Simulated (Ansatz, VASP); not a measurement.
**One calculation of LiF, two programs**

```xyz
2
Lattice="0.0000 2.0442 2.0140 2.0442 0.0000 2.0140 2.0442 2.0442 0.0000" Properties=species:S:1:pos:R:3 pbc="T T T"
Li    0.0000    0.0000    0.0000
F     2.0442    2.0442    2.0140
```

Change from the starting cell: strain +0.0150 x Voigt [1, 1, 0, 0, 0, 0], atoms carried along.

Alike in both runs: task single point; functional PBE; k mesh 10 × 10 × 10; occupations gaussian, width 0.05 eV; no spin polarisation.

```csv
,VASP,Ansatz
version,VASP 6.6.1,Ansatz 0.2.0
potentials or method,"VASP PAW PBE potentials, release 64 (Li_sv, F)","scalar-relativistic, plane waves, PAW"
plane-wave cutoff (eV),520,420
valence electrons in the cell,10,10
```

|  | VASP | Ansatz | Ansatz less VASP |
| --- | --- | --- | --- |
| gap on the k mesh at the Fermi level (eV) | 8.82 | 8.82 | +0.002 |
| least direct gap on the mesh (eV) | 8.82 | 8.82 | +0.002 |

 A k mesh can miss the band edges.
